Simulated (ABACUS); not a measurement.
# InAs (F-43m) in ABACUS: a series of runs

One crystal, InAs, is run at these levels: revPBE; tasks: band structure, equation of state.

Program: ABACUS 3.10.1. These are calculated values, not measurements. Logs are shortened: lines on timing, memory, paths and dates and some standing lists are left out, and cuts for length are marked.

### 1 The structure

Symmetry: F-43m, No. 216, cubic system. The conventional cell has a = 6.036 Å, b = 6.036 Å, c = 6.036 Å, α = 90.00°, β = 90.00°, γ = 90.00°. In (site symmetry -43m) has 4 As at 2.61 Å as nearest neighbours. As (site symmetry -43m) has 4 In at 2.61 Å as nearest neighbours.

### 2 Band structure, revPBE

INPUT reads:

```
INPUT_PARAMETERS
suffix              InAs
calculation         nscf
basis_type          pw
pseudo_dir          ./
symmetry            -1
dft_functional      revpbe
ecutwfc             105.0
pseudo_rcut         10
nspin               1
nbands              33
ks_solver           dav
smearing_method     fd
smearing_sigma      0.00367493
scf_thr             1e-08
scf_nmax            100
mixing_type         broyden
mixing_beta         0.7
init_chg            file
pw_diag_thr         1e-07
out_band            1
kpar                4
```

STRU reads:

```
ATOMIC_SPECIES
In 114.8180 In.upf
As 74.9216 As.upf

LATTICE_CONSTANT
1.8897261246

LATTICE_VECTORS
-3.0180000000 0.0000000000 3.0180000000
0.0000000000 3.0180000000 3.0180000000
-3.0180000000 3.0180000000 0.0000000000

ATOMIC_POSITIONS
Direct

In
0.0
1
0.0000000000 0.0000000000 0.0000000000 1 1 1

As
0.0
1
0.2500000000 0.2500000000 0.2500000000 1 1 1
```

KPT reads:

```
K_POINTS
12
Line
0.00000000 0.00000000 0.00000000 10 // G
0.50000000 0.00000000 0.50000000 10 // X
0.50000000 0.25000000 0.75000000 10 // W
0.37500000 0.37500000 0.75000000 10 // K
0.00000000 0.00000000 0.00000000 10 // G
0.50000000 0.50000000 0.50000000 10 // L
0.62500000 0.25000000 0.62500000 10 // U
0.50000000 0.25000000 0.75000000 10 // W
0.50000000 0.50000000 0.50000000 10 // L
0.37500000 0.37500000 0.75000000 1 // K
0.62500000 0.25000000 0.62500000 10 // U
0.50000000 0.00000000 0.50000000 1 // X
```

Potentials or basis: PseudoDojo NC SR 0.5 PBE stringent, plane waves.

Launch:

```console
$ OMP_NUM_THREADS=1 mpirun -np 4 abacus > log
```

running log:

```text
ABACUS v3.10.1

               Atomic-orbital Based Ab-initio Computation at UStc

 ------------------------------------------------------------------------------------

 READING GENERAL INFORMATION
                           global_out_dir = OUT.InAs/
                           global_in_card = INPUT
                               pseudo_dir = ./
                              orbital_dir =
                                    DSIZE = 4
                                    GSIZE = 1

 READING UNITCELL INFORMATION
                                    ntype = 2
                  lattice constant (Bohr) = 1.88973
              lattice constant (Angstrom) = 1

 READING ATOM TYPE 1
                               atom label = In
                      L=0, number of zeta = 1
                      L=1, number of zeta = 1
                      L=2, number of zeta = 1
             number of atom for this type = 1

 READING ATOM TYPE 2
                               atom label = As
                      L=0, number of zeta = 1
                      L=1, number of zeta = 1
                      L=2, number of zeta = 1
             number of atom for this type = 1

                        TOTAL ATOM NUMBER = 2
DIRECT COORDINATES
    atom                   x                   y                   z     mag                  vx                  vy                  vz
taud_In1            0.0000000000        0.0000000000        0.0000000000  0.0000        0.0000000000        0.0000000000        0.0000000000
taud_As1            0.2500000000        0.2500000000        0.2500000000  0.0000        0.0000000000        0.0000000000        0.0000000000

                          Volume (Bohr^3) = 371.009
                             Volume (A^3) = 54.9778

 Lattice vectors: (Cartesian coordinate: in unit of a_0)
               -3.018                  +0              +3.018
                   +0              +3.018              +3.018
               -3.018              +3.018                  +0
 Reciprocal vectors: (Cartesian coordinate: in unit of 2 pi/a_0)
            -0.165673           -0.165673           +0.165673
            +0.165673           +0.165673           +0.165673
            -0.165673           +0.165673           -0.165673
 The esolver type has been set to : ksdft_pw

                PAO radial cut off (Bohr) = 10

 Read in pseudopotential file is In.upf
                     pseudopotential type = NC
          exchange-correlation functional = PBE
                 nonlocal core correction = 1
                        valence electrons = 21
                                     lmax = 2
                           number of zeta = 5
                     number of projectors = 6
                           L of projector = 0
                           L of projector = 0
                           L of projector = 1
                           L of projector = 1
                           L of projector = 2
                           L of projector = 2
 XC functional updated to : revpbe
          exchange-correlation functional = REVPBE
                PAO radial cut off (Bohr) = 10

 Read in pseudopotential file is As.upf
                     pseudopotential type = NC
          exchange-correlation functional = PBE
                 nonlocal core correction = 1
                        valence electrons = 23
                                     lmax = 2
[... 105 lines left out ...]
                    number of plane waves = 7991
                         number of sticks = 517

 PARALLEL PW FOR WAVE FUNCTIONS
     PROC   COLUMNS(POT)             PW
        1            517           7991
 --------------- sum -------------------
        1            517           7991

 SETUP NONLOCAL PSEUDOPOTENTIALS IN PLANE WAVE BASIS
 In non-local projectors:
 projector 1 L=0
 projector 2 L=0
 projector 3 L=1
 projector 4 L=1
 projector 5 L=2
 projector 6 L=2
 As non-local projectors:
 projector 1 L=0
 projector 2 L=0
 projector 3 L=1
 projector 4 L=1
 projector 5 L=2
 projector 6 L=2
      TOTAL NUMBER OF NONLOCAL PROJECTORS = 36

 Init Non-Local PseudoPotential table :
 Init Non-Local-Pseudopotential done.

                                     npwx = 6782

 Make real space PAO into reciprocal space.
       max mesh points in Pseudopotential = 1001
     dq(describe PAO in reciprocal space) = 0.01
                                    max q = 1234

 number of pseudo atomic orbitals for In is 5
WARNING: norm of atomic wavefunction # 4 of atomic type In is 0.999992, renormalized
WARNING: norm of atomic wavefunction # 5 of atomic type In is 0.998067, renormalized

 number of pseudo atomic orbitals for As is 5
WARNING: norm of atomic wavefunction # 5 of atomic type As is 0.99996, renormalized

 -------------------------------------------
 NONSELF-CONSISTENT
 -------------------------------------------
                                 init_chg = file
 try to read charge from file
 Read in the charge density: OUT.InAs//InAs-CHARGE-DENSITY.restart

 PW ALGORITHM --------------- ION=   1  ELEC=   1--------------------------------

 k(1/102) Iter steps (avg)=9 threshold=1e-07

 k(2/102) Iter steps (avg)=9 threshold=1e-07
 k(3/102) Iter steps (avg)=10 threshold=1e-07
 k(4/102) Iter steps (avg)=11 threshold=1e-07
 k(5/102) Iter steps (avg)=17 threshold=1e-07
 k(6/102) Iter steps (avg)=11 threshold=1e-07
 k(7/102) Iter steps (avg)=12 threshold=1e-07
 k(8/102) Iter steps (avg)=13 threshold=1e-07
 k(9/102) Iter steps (avg)=14 threshold=1e-07
[... 4 lines left out ...]
 k(12/102) Iter steps (avg)=13 threshold=1e-07
 k(13/102) Iter steps (avg)=12 threshold=1e-07
 k(14/102) Iter steps (avg)=12 threshold=1e-07
 k(15/102) Iter steps (avg)=13 threshold=1e-07
 k(16/102) Iter steps (avg)=14 threshold=1e-07
 k(17/102) Iter steps (avg)=14 threshold=1e-07
 k(18/102) Iter steps (avg)=13 threshold=1e-07
 k(19/102) Iter steps (avg)=14 threshold=1e-07
 k(20/102) Iter steps (avg)=15 threshold=1e-07
 k(21/102) Iter steps (avg)=14 threshold=1e-07
 k(22/102) Iter steps (avg)=15 threshold=1e-07
 k(23/102) Iter steps (avg)=14 threshold=1e-07
 k(24/102) Iter steps (avg)=13 threshold=1e-07
 k(25/102) Iter steps (avg)=12 threshold=1e-07
 k(26/102) Iter steps (avg)=12 threshold=1e-07
[... levels at 26 k points of this process ...]

 Density error is 0.00000000000
                          Error Threshold = 1.00000000000e-07
----------------------------------------------------------
     Energy           Rydberg                 eV
----------------------------------------------------------
 E_KohnSham     -1009.6093700845     -13736.4401873397
 E_KS(sigma->0) -1009.6091662427     -13736.4374139306
 E_Harris       -1009.6093700845     -13736.4401873397
 E_band         -140.7739460550      -1915.3277962922
 E_one_elec     -850.2249678001      -11567.9041439473
 E_Hartree      410.1356081661       5580.1812237544
 E_xc           -111.7071148887      -1519.8532696265
 E_Ewald        -457.8124878784      -6228.8584507021
 E_entropy(-TS) -0.0004076835        -0.0055468182
 E_descf        0.0000000000         0.0000000000
 E_exx          0.0000000000         0.0000000000
 E_Fermi        0.7212818203         9.8135426200
----------------------------------------------------------

 charge density convergence is achieved
 final etot is -13736.440187 eV
 EFERMI = 9.8135426200 eV

 STATE ENERGY(eV) AND OCCUPATIONS    NSPIN == 1
 1/26 kpoint (Cartesian) = 0.0000 0.0000 0.0000 (6735 pws)
       1       -174.914      0.0196078
       2       -118.316      0.0196078
       3       -118.316      0.0196078
       4       -118.316      0.0196078
       5       -105.559      0.0196078
       6       -64.0391      0.0196078
[... 200 lines left out ...]
      32        22.8527        0.00000
      33        26.4510        0.00000

[... levels at 20 further k points ...]

 --------------------------------------------
 !FINAL_ETOT_IS -13736.44018733971 eV
 --------------------------------------------

 Output bands in file: OUT.InAs/BANDS_1.dat
```

stdout:

```text
ABACUS
v3.10.1

               Atomic-orbital Based Ab-initio Computation at UStc

 dft_functional readin is: revpbe
 dft_functional in pseudopot file is: PBE
 Please make sure this is what you need
[... 20 lines left out ...]
 ELEMENT NATOM       XC
 In      1
 As      1
 ---------------------------------------------------------
 Initial plane wave basis and FFT box
 ---------------------------------------------------------
 -------------------------------------------
 NONSELF-CONSISTENT :
 -------------------------------------------
 START CHARGE      : file
 ITER       ETOT/eV          EDIFF/eV         DRHO     TIME/s
 DA1     -1.37364402e+04   0.00000000e+00   0.0000e+00  23.41
```

Run time: 26 s. Hardware: 4 MPI ranks of AMD EPYC 7R43 (Zen 3), shared host; peak memory 0.84 GiB.

Levels at the corners of the path, in eV from the Fermi level:
```tsv
point	band 19	band 20	band 21	band 22	band 23	band 24	band 25	band 26
Γ	-11.90	-0.10	-0.04	-0.04	-0.04	3.89	3.89	3.89
X	-9.87	-5.88	-2.38	-2.38	1.57	2.07	9.31	9.33
W	-9.82	-5.74	-3.00	-2.92	4.23	4.32	5.04	6.12
K	-9.88	-5.74	-3.32	-2.00	2.13	4.30	7.37	7.43
Γ	-11.90	-0.10	-0.04	-0.04	-0.04	3.89	3.89	3.89
L	-10.42	-5.80	-1.04	-1.04	1.00	4.66	4.66	6.96
U	-9.88	-5.74	-3.32	-2.00	2.13	4.30	7.37	7.43
W	-9.82	-5.74	-3.00	-2.92	4.23	4.32	5.04	6.12
L	-10.42	-5.80	-1.04	-1.04	1.00	4.66	4.66	6.96
K	-9.88	-5.74	-3.32	-2.00	2.13	4.30	7.37	7.43
U	-9.88	-5.74	-3.32	-2.00	2.13	4.30	7.37	7.43
X	-9.87	-5.88	-2.38	-2.38	1.57	2.07	9.31	9.33
```

Caveat: the density is read from an earlier self-consistent run, whose mesh may be coarse; the potentials were made for another functional, which shifts forces and pressure; spin-orbit coupling is left out, which moves the levels of the heavy elements.

### 3 Equation of state, revPBE, 25.84 Å³/atom (volume scaled by 0.94)

run_abacus.py reads:

```python
"""ABACUS run from a structure file: ASE reads it, the script writes STRU, KPT and INPUT."""
import re
import subprocess
import spglib
from ase import Atoms
from ase.io import read
from ase.units import Bohr

atoms = read("InAs.cif")
cell, frac, numbers = spglib.standardize_cell((atoms.cell[:], atoms.get_scaled_positions(), atoms.numbers), to_primitive=True, symprec=1e-4)
atoms = Atoms(numbers=numbers, cell=cell, scaled_positions=frac, pbc=True)  # the primitive cell
atoms = atoms[(-atoms.numbers).argsort(kind="stable")]  # ABACUS lists atoms element by element
pseudo = {'In': 'In.upf', 'As': 'As.upf'}
orbital = {}
magmoms = None
kmesh = [6, 6, 6]
params = {
    'suffix': 'InAs',
    'calculation': 'scf',
    'basis_type': 'pw',
    'pseudo_dir': './',
    'symmetry': 1,
    'dft_functional': 'revpbe',
    'ecutwfc': 105,
    'pseudo_rcut': 10,
    'nspin': 1,
    'nbands': 27,
    'ks_solver': 'dav',
    'smearing_method': 'fd',
    'smearing_sigma': 0.00367493,
    'scf_thr': 1e-08,
    'scf_nmax': 100,
    'mixing_type': 'broyden',
    'mixing_beta': 0.7,
    'cal_force': 1,
    'cal_stress': 1,
    'kpar': 4,
}

symbols = atoms.get_chemical_symbols()
elements = list(dict.fromkeys(symbols))
lines = ["ATOMIC_SPECIES"] + [f"{e} {atoms.get_masses()[symbols.index(e)]:.4f} {pseudo[e]}" for e in elements]
if orbital:
    lines += ["", "NUMERICAL_ORBITAL"] + [orbital[e] for e in elements]
lines += ["", "LATTICE_CONSTANT", f"{1 / Bohr:.10f}", "", "LATTICE_VECTORS"]
lines += [" ".join(f"{x:.10f}" for x in v) for v in atoms.cell]
lines += ["", "ATOMIC_POSITIONS", "Direct"]
for e in elements:
    lines += ["", e, "0.0", str(symbols.count(e))]
    for i, p in enumerate(atoms.get_scaled_positions(wrap=False)):
        if symbols[i] == e:
            mag = "" if magmoms is None else " mag " + " ".join(str(x) for x in (magmoms[i] if isinstance(magmoms[i], list) else [magmoms[i]]))
            lines.append(" ".join(f"{x:.10f}" for x in p) + " 1 1 1" + mag)
open("STRU", "w").write("\n".join(lines) + "\n")
open("KPT", "w").write("K_POINTS\n0\nGamma\n%d %d %d 0 0 0\n" % tuple(kmesh))
open("INPUT", "w").write("INPUT_PARAMETERS\n" + "".join(f"{k:<20s}{v}\n" for k, v in params.items()))

done = subprocess.run(['mpirun', '-np', '4', 'abacus'])
if done.returncode:
    raise SystemExit(done.returncode)
log = open("OUT.InAs/running_scf.log").read()
print("final energy (eV):", re.findall(r"FINAL_ETOT_IS (\S+)", log))
```

InAs.cif reads:

```cif
data_InAs
_cell_length_a 5.91278175
_cell_length_b 5.91278175
_cell_length_c 5.91278175
_cell_angle_alpha 90.00000000
_cell_angle_beta 90.00000000
_cell_angle_gamma 90.00000000
_space_group_name_H-M_alt 'F-43m'
_space_group_name_Hall 'F -4 2 3'
_space_group_IT_number 216
loop_
_space_group_symop_operation_xyz
'x,y,z'
'y,-x,-z'
'-x,-y,z'
'-y,x,-z'
'x,-y,-z'
'y,x,z'
'-x,y,-z'
'-y,-x,z'
'z,x,y'
'-z,y,-x'
'z,-x,-y'
'-z,-y,x'
'-z,x,-y'
'z,y,x'
'-z,-x,y'
'z,-y,-x'
'y,z,x'
'-x,-z,y'
'-y,z,-x'
'x,-z,-y'
'-y,-z,x'
'x,z,y'
'y,-z,-x'
'-x,z,-y'
'x,y+1/2,z+1/2'
'y,-x+1/2,-z+1/2'
'-x,-y+1/2,z+1/2'
'-y,x+1/2,-z+1/2'
'x,-y+1/2,-z+1/2'
'y,x+1/2,z+1/2'
'-x,y+1/2,-z+1/2'
'-y,-x+1/2,z+1/2'
'z,x+1/2,y+1/2'
'-z,y+1/2,-x+1/2'
'z,-x+1/2,-y+1/2'
'-z,-y+1/2,x+1/2'
'-z,x+1/2,-y+1/2'
'z,y+1/2,x+1/2'
'-z,-x+1/2,y+1/2'
'z,-y+1/2,-x+1/2'
'y,z+1/2,x+1/2'
'-x,-z+1/2,y+1/2'
'-y,z+1/2,-x+1/2'
'x,-z+1/2,-y+1/2'
'-y,-z+1/2,x+1/2'
'x,z+1/2,y+1/2'
'y,-z+1/2,-x+1/2'
'-x,z+1/2,-y+1/2'
'x+1/2,y,z+1/2'
'y+1/2,-x,-z+1/2'
'-x+1/2,-y,z+1/2'
'-y+1/2,x,-z+1/2'
'x+1/2,-y,-z+1/2'
'y+1/2,x,z+1/2'
'-x+1/2,y,-z+1/2'
'-y+1/2,-x,z+1/2'
'z+1/2,x,y+1/2'
'-z+1/2,y,-x+1/2'
'z+1/2,-x,-y+1/2'
'-z+1/2,-y,x+1/2'
'-z+1/2,x,-y+1/2'
'z+1/2,y,x+1/2'
'-z+1/2,-x,y+1/2'
'z+1/2,-y,-x+1/2'
'y+1/2,z,x+1/2'
'-x+1/2,-z,y+1/2'
'-y+1/2,z,-x+1/2'
'x+1/2,-z,-y+1/2'
'-y+1/2,-z,x+1/2'
'x+1/2,z,y+1/2'
'y+1/2,-z,-x+1/2'
'-x+1/2,z,-y+1/2'
'x+1/2,y+1/2,z'
'y+1/2,-x+1/2,-z'
'-x+1/2,-y+1/2,z'
'-y+1/2,x+1/2,-z'
'x+1/2,-y+1/2,-z'
'y+1/2,x+1/2,z'
'-x+1/2,y+1/2,-z'
'-y+1/2,-x+1/2,z'
'z+1/2,x+1/2,y'
'-z+1/2,y+1/2,-x'
'z+1/2,-x+1/2,-y'
'-z+1/2,-y+1/2,x'
'-z+1/2,x+1/2,-y'
'z+1/2,y+1/2,x'
'-z+1/2,-x+1/2,y'
'z+1/2,-y+1/2,-x'
'y+1/2,z+1/2,x'
'-x+1/2,-z+1/2,y'
'-y+1/2,z+1/2,-x'
'x+1/2,-z+1/2,-y'
'-y+1/2,-z+1/2,x'
'x+1/2,z+1/2,y'
'y+1/2,-z+1/2,-x'
'-x+1/2,z+1/2,-y'
loop_
_atom_site_label
_atom_site_type_symbol
_atom_site_symmetry_multiplicity
_atom_site_Wyckoff_symbol
_atom_site_fract_x
_atom_site_fract_y
_atom_site_fract_z
_atom_site_occupancy
In1 In 4 a 0.0000000000 0.0000000000 0.0000000000 1
As1 As 4 c 0.2500000000 0.2500000000 0.2500000000 1
```

Potentials or basis: PseudoDojo NC SR 0.5 PBE stringent, plane waves.

Launch:

```console
$ OMP_NUM_THREADS=1 python run_abacus.py > log
```

running log:

```text
ABACUS v3.10.1

               Atomic-orbital Based Ab-initio Computation at UStc

 ------------------------------------------------------------------------------------

 READING GENERAL INFORMATION
                           global_out_dir = OUT.InAs/
                           global_in_card = INPUT
                               pseudo_dir = ./
                              orbital_dir =
                                    DSIZE = 4
                                    GSIZE = 1

 READING UNITCELL INFORMATION
                                    ntype = 2
                  lattice constant (Bohr) = 1.88973
              lattice constant (Angstrom) = 1

 READING ATOM TYPE 1
                               atom label = In
                      L=0, number of zeta = 1
                      L=1, number of zeta = 1
                      L=2, number of zeta = 1
[... 370 lines left out ...]
       1       -174.012     0.00925926
       2       -117.417     0.00925926
       3       -117.417     0.00925926
       4       -117.417     0.00925926
       5       -104.682     0.00925926
       6       -63.1659     0.00925926
[... 106 lines left out ...]
      26        17.7766    5.25822e-62
      27        20.2696    1.16720e-83

------------------------------------------------------------------------------------------
 TOTAL-FORCE (eV/Angstrom)
------------------------------------------------------------------------------------------
                       In1         0.0000000000         0.0000000000         0.0000000000
                       As1         0.0000000000         0.0000000000         0.0000000000
------------------------------------------------------------------------------------------

----------------------------------------------------------------
 TOTAL-STRESS (KBAR)
----------------------------------------------------------------
       107.0923399331         0.0000000000        -0.0000000000
         0.0000000000       107.0923399331        -0.0000000000
         0.0000000000        -0.0000000000       107.0923399331
----------------------------------------------------------------
 TOTAL-PRESSURE: 107.092340 KBAR

 --------------------------------------------
 !FINAL_ETOT_IS -13736.0682703251786734 eV
 --------------------------------------------
```

INPUT:

```text
INPUT_PARAMETERS
suffix              InAs
calculation         scf
basis_type          pw
pseudo_dir          ./
symmetry            1
dft_functional      revpbe
ecutwfc             105
pseudo_rcut         10
nspin               1
nbands              27
ks_solver           dav
smearing_method     fd
smearing_sigma      0.00367493
scf_thr             1e-08
scf_nmax            100
mixing_type         broyden
mixing_beta         0.7
cal_force           1
cal_stress          1
kpar                4
```

STRU:

```text
ATOMIC_SPECIES
In 114.8180 In.upf
As 74.9216 As.upf

LATTICE_CONSTANT
1.8897261258

LATTICE_VECTORS
0.0000000000 2.9563908750 2.9563908750
2.9563908750 0.0000000000 2.9563908750
2.9563908750 2.9563908750 0.0000000000

ATOMIC_POSITIONS
Direct

In
0.0
1
0.0000000000 0.0000000000 -0.0000000000 1 1 1

As
0.0
1
0.2500000000 0.2500000000 0.2500000000 1 1 1
```

It took 15 s on 4 MPI ranks of AMD EPYC 7R43 (Zen 3), shared host; peak memory 0.52 GiB.

Results:

```
Free energy            : -13736.0683 eV
Pressure               : 10.7 GPa
Band gap on the k mesh : 0.26 eV, direct
```

Caveat: the potentials were made for another functional, which shifts forces and pressure; spin-orbit coupling is left out, which moves the levels of the heavy elements.

(Continued in part 2 of 2.)
